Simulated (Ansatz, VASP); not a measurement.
# One calculation of BaS, two programs

Contents of POSCAR:

```
BaS
1.0
    3.6244350606      0.0000000000      0.0000000000
    0.0000000000      3.6244350606      0.0000000000
    0.0000000000      0.0000000000      3.8932606860
Ba S
1 1
Direct
    0.0000000000      0.0000000000      0.0000000000
    0.5000000000      0.5000000000      0.5000000000
```

File INCAR.step1:

```
SYSTEM = BaS
  PREC = Accurate
  ENCUT = 520
  ISMEAR = 0
  SIGMA = 0.01
  LREAL = .False.
  LASPH = .True.
  NELM = 60
  NBANDS = 15
  GGA = PE
  ALGO = Normal
  EDIFF = 1E-4
  LWAVE = .True.
  LCHARG = .False.
```

INCAR.step2

```
SYSTEM = BaS
  PREC = Accurate
  ENCUT = 520
  EDIFF = 1E-6
  ISMEAR = 0
  SIGMA = 0.01
  LREAL = .False.
  LASPH = .True.
  NELM = 60
  ALGO = Normal
  ISIF = 2
  LWAVE = .False.
  LCHARG = .False.
  METAGGA = R2SCAN
  LMIXTAU = .True.
  NBANDS = 15
  ISTART = 1
```

Contents of KPOINTS:

```
regular mesh
0
Gamma
  6 6 6
  0 0 0
```

Input for Ansatz:

```yaml
crystal:
  lattice:
    - [3.6244350606, 0.0, 0.0]
    - [0.0, 3.6244350606, 0.0]
    - [0.0, 0.0, 3.893260686]
  atoms:
    - { symbol: Ba, position: [0.0, 0.0, 0.0] }
    - { symbol: S, position: [0.5, 0.5, 0.5] }
kpoints:
  mp_grid: { grid: [6, 6, 6] }
  band_path:
    path: [[0.0, 0.0, 0.0], [0.0, 0.5, 0.0], [0.5, 0.5, 0.0], [0.5, 0.5, 0.5]]
    npoints: 1
hamiltonian:
  xc: r2scan
scf:
  occupations: { method: fixed }
  n_extra_bands: 4
output:
  forces: true
  stress: true
  eigenvalues: true
```

Change from the starting cell: epitaxial_xy strain -5.5%.

Alike in both runs: task single point; functional r2SCAN; k mesh 6 × 6 × 6; no spin polarisation.

|  | VASP | Ansatz |
| --- | --- | --- |
| version | VASP 6.6.1 | Ansatz 0.2.0 |
| potentials or method | VASP PAW PBE potentials, release 64 (Ba_sv, S) | plane waves, PAW |
| plane-wave cutoff (eV) | 520 | 500 |
| occupations | gaussian, width 0.01 eV | fixed |
| valence electrons in the cell | 16 | 16 |

|  | VASP | Ansatz | Ansatz less VASP |
| --- | --- | --- | --- |
| gap on the k mesh at the Fermi level (eV) | 1.33 | 1.47 | +0.147 |
| pressure (GPa) | 7.3 | 5.9 | -1.42 |
| largest component of the traceless stress (GPa) | 5.96 | 5.88 | -0.084 |

Caveats: the PAW data sets were made with another functional, which shifts forces and pressure a little (VASP); spin-orbit coupling is left out, which moves the levels of the heavy elements. A k mesh can miss the band edges.
